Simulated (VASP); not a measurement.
# Sc (Fm-3m) in VASP: single point with PBE

Aim: the single point of Sc with PBE.

Program: VASP 6.6.1. These are calculated values, not measurements. Logs are shortened: lines on timing, memory, paths and dates and some standing lists are left out, and cuts for length are marked.

## (1) The crystal as given

It takes space group Fm-3m (No. 225, cubic). The conventional cell has a = 4.620 Å, b = 4.620 Å, c = 4.620 Å, α = 90.00°, β = 90.00°, γ = 90.00°. Sc (site symmetry m-3m) has 12 Sc at 3.27 Å as nearest neighbours.

The cell was built by a generator and needn't be a form met in nature.

## (2) Single point, PBE

Contents of INCAR:

```
SYSTEM = Sc
PREC = Accurate ; ENCUT = 520
EDIFF = 1E-6 ; ISMEAR = 0
SIGMA = 0.1 ; LREAL = .FALSE.
LASPH = .TRUE. ; NELM = 100
ALGO = Fast ; ISIF = 2
LWAVE = .FALSE. ; LCHARG = .FALSE.
GGA = PE ; NBANDS = 24
```

Contents of KPOINTS:

```
regular mesh
0
G
  15 15 6
  0 0 0
```

Contents of POSCAR:

```
Sc
1.0
    3.2670747265      0.0000000000      0.0000000000
   -1.6335373632      2.8293697092      0.0000000000
    0.0000000000      0.0000000000      8.0030375489
Sc
3
Direct
    0.0000000000      0.0000000000      0.0000000000
    0.3333333333      0.6666666667      0.3333333333
    0.6666666667      0.3333333333      0.6666666667
```

Potentials or basis: VASP PAW PBE potentials, release 64 (Sc_sv).

Launch:

```bash
cat potpaw_PBE.64/Sc_sv/POTCAR > POTCAR
mpirun -np 1 vasp_std > vasp.out
```

OUTCAR:

```text
SYSTEM = Sc
   PREC = Accurate
   ENCUT = 520
   EDIFF = 1E-6
   ISMEAR = 0
   LREAL = .FALSE.
   LASPH = .TRUE.
   NELM = 100
   ISIF = 2
   GGA = PE

 ion  position               nearest neighbor table
   1  0.000  0.000  0.000-   2 3.27   3 3.27   2 3.27   3 3.27   3 3.27   2 3.27
   2  0.333  0.667  0.333-   1 3.27   1 3.27   1 3.27   3 3.27   3 3.27   3 3.27
   3  0.667  0.333  0.667-   1 3.27   1 3.27   1 3.27   2 3.27   2 3.27   2 3.27

  LATTYP: Found a hexagonal cell.
 ALAT       =     3.2670747265
 C/A-ratio  =     2.4496034584

  Lattice vectors:

 A1 = (   3.2670747265,   0.0000000000,   0.0000000000)
 A2 = (  -1.6335373632,   2.8293697092,   0.0000000000)
 A3 = (   0.0000000000,   0.0000000000,   8.0030375489)

Analysis of symmetry for initial positions (statically):
=====================================================================
 Subroutine PRICEL returns following result:

  LATTYP: Found a trigonal (rhomboedric) cell.
 ALAT       =     3.2671758412
 COS(alpha) =     0.5000309482

  Lattice vectors:

 A1 = (   1.6335373631,  -0.9431232363,   2.6676791827)
 A2 = (  -0.0000000001,   1.8862464729,   2.6676791827)
 A3 = (  -1.6335373629,  -0.9431232366,   2.6676791835)

   3 primitive cells build up your supercell.

 Routine SETGRP: Setting up the symmetry group for a
 hexagonal supercell.

 Subroutine GETGRP returns: Found 12 space group operations
 (whereof 12 operations were pure point group operations)
 out of a pool of 24 trial point group operations.

The static configuration has the point symmetry D_3d.

Analysis of symmetry for dynamics (positions and initial velocities):
=====================================================================
 Subroutine PRICEL returns following result:

  LATTYP: Found a trigonal (rhomboedric) cell.
 ALAT       =     3.2671758412
 COS(alpha) =     0.5000309482

  Lattice vectors:

 A1 = (   1.6335373631,  -0.9431232363,   2.6676791827)
 A2 = (  -0.0000000001,   1.8862464729,   2.6676791827)
 A3 = (  -1.6335373629,  -0.9431232366,   2.6676791835)

   3 primitive cells build up your supercell.

 Routine SETGRP: Setting up the symmetry group for a
 hexagonal supercell.

 Subroutine GETGRP returns: Found 12 space group operations
 (whereof 12 operations were pure point group operations)
 out of a pool of 24 trial point group operations.

The dynamic configuration has the point symmetry D_3d.

 Subroutine INISYM returns: Found 12 space group operations
 (whereof 12 operations are pure point group operations),
 and found     3 'primitive' translations

----------------------------------------------------------------------------------------

                                     Primitive cell

  volume of cell :      24.6594

  direct lattice vectors                    reciprocal lattice vectors
     1.633537363 -0.943123236  2.667679183     0.306084214 -0.176717803  0.124952556
    -0.000000000  1.886246473  2.667679183    -0.000000000  0.353435607  0.124952556
    -1.633537363 -0.943123237  2.667679184    -0.306084214 -0.176717803  0.124952556

  length of vectors
     3.267175841  3.267175841  3.267175842     0.374873138  0.374873138  0.374873138

  position of ions in fractional coordinates (direct lattice)
     0.000000000  0.000000000  0.000000000

  ion indices of the primitive-cell ions
   primitive index   ion index
                 1           1

----------------------------------------------------------------------------------------

 KPOINTS: regular mesh

Automatic generation of k-mesh.
 Grid dimensions read from file:
 generate k-points for:   15   15    6

 Generating k-lattice:

  Cartesian coordinates                     Fractional coordinates (reciprocal lattice)
     0.020405614  0.011781187  0.000000000     0.066666667 -0.000000000  0.000000000
     0.000000000  0.023562374  0.000000000     0.000000000  0.066666667  0.000000000
     0.000000000  0.000000000  0.020825426     0.000000000  0.000000000  0.166666667

  Length of vectors
     0.023562374  0.023562374  0.020825426

  Shift w.r.t. Gamma in fractional coordinates (k-lattice)
     0.000000000  0.000000000  0.000000000

 Subroutine IBZKPT returns following result:
 ===========================================

 Found    146 irreducible k-points:

 Following reciprocal coordinates:
            Coordinates               Weight
  0.000000  0.000000  0.000000      1.000000
  0.066667 -0.000000  0.000000      6.000000
  0.133333 -0.000000  0.000000      6.000000
  0.200000 -0.000000  0.000000      6.000000
  0.266667 -0.000000  0.000000      6.000000
  0.333333 -0.000000  0.000000      6.000000
[... 16 lines left out ...]
  0.333333  0.200000  0.000000     12.000000
  0.400000  0.200000  0.000000      6.000000
 [... further k-points ...]
   k-points           NKPTS =    146   k-points in BZ     NKDIM =    146   number of bands    NBANDS=     24
   number of dos      NEDOS =    301   number of ions     NIONS =      3
   total plane-waves  NPLWV =  34560
   dimension x,y,z NGX =    24 NGY =   24 NGZ =   60
   dimension x,y,z NGXF=    48 NGYF=   48 NGZF=  120
   ions per type =               3
   NGX,Y,Z   is equivalent  to a cutoff of  12.21, 12.21, 12.46 a.u.
   NGXF,Y,Z  is equivalent  to a cutoff of  24.42, 24.42, 24.93 a.u.
 SYSTEM =  Sc
   PREC   = accura    normal or accurate (medium, high low for compatibility)
   ISTART =      0    job   : 0-new  1-cont  2-samecut
   ICHARG =      2    charge: 1-file 2-atom 10-const
   ISPIN  =      1    spin polarized calculation?
   LNONCOLLINEAR =      F non collinear calculations
   LSORBIT =      F    spin-orbit coupling
   LASPH  =      T    aspherical Exc in radial PAW
   ENCUT  =  520.0 eV  38.22 Ry    6.18 a.u.   6.07  6.07 14.88*2*pi/ulx,y,z
   NELM   =    100;   NELMIN=  2; NELMDL= -5     # of ELM steps
   EDIFF  = 0.1E-05   stopping-criterion for ELM
   LREAL  =      F    real-space projection
   EDIFFG = 0.1E-04   stopping-criterion for IOM
   NSW    =      0    number of steps for IOM
   IBRION =     -1    ionic relax: 0-MD 1-quasi-New 2-CG
   NFREE  =      0    steps in history (QN), initial steepest desc. (CG)
   ISIF   =      2    stress and relaxation
   ISYM   =      2    0-nonsym 1-usesym 2-fastsym
   POTIM  = 0.5000    time-step for ionic-motion
   TEBEG  =    0.0;   TEEND  =   0.0 temperature during run
   PSTRESS=    0.0 pullay stress
   NELECT =      33.0000    total number of electrons
   NUPDOWN=      -1.0000    fix difference up-down
   EMIN   =  10.00;   EMAX   =-10.00  energy-range for DOS
   EFERMI =   0.00;   METHOD = LEGACY
   ISMEAR =     0;   SIGMA  =   0.10  broadening in eV -4-tet -1-fermi 0-gaus
   EFERMI_NEDOS =   21; number of points for ismear=-14 and -15
   IALGO  =     68    algorithm
   IMIX   =      4    mixing-type and parameters
     AMIX     =   0.40;   BMIX     =  1.00
     AMIX_MAG =   1.60;   BMIX_MAG =  1.00
  volume/ion in A,a.u.               =      24.66       166.41
  Fermi-wavevector in a.u.,A,eV,Ry     =   1.250868  2.363798 21.288650  1.564672
  Thomas-Fermi vector in A             =   2.384842
   LORBIT       =      0    0 simple, 1 ext, 2 COOP (PROOUT), +10 PAW based schemes
   GGA     = PE    functional components
   LHFCALC =     F    Hartree Fock is set to
   AEXX    =    0.0000 exact exchange contribution
   IVDW    =     0    specifies the selected vdW correction
   LEPSILON=     F    determine dielectric tensor
   LRPA    =     F    only Hartree local field effects (RPA)
 non-spin polarized calculation
 RMM-DIIS sequential band-by-band and
 Gauss-broadening in eV      SIGMA  =   0.10
  energy-cutoff  :      520.00
  volume of cell :       73.98
 maximum number of plane-waves:      2040
   NGX = 13   NGY = 13   NGZ = 29

 number of electron      33.0000010 magnetization

 Free energy of the ion-electron system (eV)
  ---------------------------------------------------
  ext. energy  EPLUGINS =         0.00000000
  ---------------------------------------------------
  free energy    TOTEN  =       -18.61776061 eV

  energy without entropy =      -18.58711443  energy(sigma->0) =      -18.60243752

 E-fermi :   3.7376     XC(G=0):  -9.8733

 val. band max:        3.7364795745   @ k =   0.2667   0.1333   0.1667
 cond. band min:       3.7419813520   @ k =   0.2000   0.2000   0.3333
 fundamental gap:      0.0055017775
 Fermi energy:         3.7375522448

 k-point     1 :       0.0000    0.0000    0.0000
  band No.  band energies     occupation
      1     -45.6998      2.00000
      2     -45.6556      2.00000
      3     -45.6556      2.00000
      4     -24.4142      2.00000
      5     -24.4142      2.00000
      6     -24.1556      2.00000
[... 16 lines left out ...]
     23       5.3930      0.00000
     24       5.3930      0.00000

 k-point     2 :       0.0667   -0.0000    0.0000
  band No.  band energies     occupation
      1     -45.6975      2.00000
      2     -45.6542      2.00000
      3     -45.6542      2.00000
      4     -24.4122      2.00000
      5     -24.4118      2.00000
      6     -24.1729      2.00000
[... 16 lines left out ...]
     23       5.4549      0.00000
     24       5.4670      0.00000

 k-point     3 :       0.1333   -0.0000    0.0000
  band No.  band energies     occupation
      1     -45.6911      2.00000
      2     -45.6504      2.00000
      3     -45.6501      2.00000
      4     -24.4083      2.00000
      5     -24.4049      2.00000
      6     -24.2088      2.00000
[... 16 lines left out ...]
     23       5.6346      0.00000
     24       5.6776      0.00000
[... 514 lines left out ...]
 k-point    23 :       0.3333    0.2000    0.0000
  band No.  band energies     occupation
      1     -45.6369      2.00000
      2     -45.6284      2.00000
      3     -45.6233      2.00000
      4     -24.4408      2.00000
      5     -24.4371      2.00000
      6     -24.4189      2.00000
[... 16 lines left out ...]
     23       6.0716      0.00000
     24       6.8561      0.00000

 k-point    24 :       0.4000    0.2000    0.0000
  band No.  band energies     occupation
      1     -45.6311      2.00000
      2     -45.6311      2.00000
      3     -45.6222      2.00000
      4     -24.4427      2.00000
      5     -24.4336      2.00000
      6     -24.4336      2.00000
[... 16 lines left out ...]
     23       5.9727      0.00000
     24       7.0087      0.00000

 [... further k-points ...]
[... 5 lines left out ...]
  --------------------------------------------------------------------------------------
  -------------------------------------------------------------------------------------
  Total        0.0059278      0.0059278      0.0072719      0.0000000      0.0000000     -0.0000000
  in kB        0.1283807      0.1283807      0.1574912      0.0000000      0.0000000     -0.0000000
  external PRESSURE =       0.1380842 kB  Pullay stress =       0.0000000 kB

 VOLUME and BASIS-vectors are now :
 -----------------------------------------------------------------------------
  energy-cutoff  :      520.00
  volume of cell :       73.98
      direct lattice vectors                 reciprocal lattice vectors
     3.267074727  0.000000000  0.000000000     0.306084214  0.176717803  0.000000000
    -1.633537363  2.829369709  0.000000000     0.000000000  0.353435607  0.000000000
     0.000000000  0.000000000  8.003037549     0.000000000  0.000000000  0.124952556

 POSITION                                       TOTAL-FORCE (eV/Angst)
 -----------------------------------------------------------------------------------
      0.00000      0.00000      0.00000         0.000000     -0.000000     -0.000000
     -0.00000      1.88625      2.66768        -0.000000     -0.000000     -0.000000
      1.63354      0.94312      5.33536        -0.000000      0.000000      0.000000
 -----------------------------------------------------------------------------------
    total drift:                               -0.000000      0.000000     -0.000000

  FREE ENERGIE OF THE ION-ELECTRON SYSTEM (eV)
  ---------------------------------------------------
  free  energy   TOTEN  =       -18.6177606103 eV

  energy  without entropy=      -18.5871144322  energy(sigma->0) =      -18.60243752
```

It took 3.7 min on 1 thread of Intel Xeon Platinum 8488C (Sapphire Rapids), shared host; peak memory 0.32 GiB.

What came out:

| Item | Value |
| --- | --- |
| Free energy | -18.6178 eV |
| Pressure | 0.0 GPa |
| Band gap on the k mesh | none (metal or under the smearing width) |
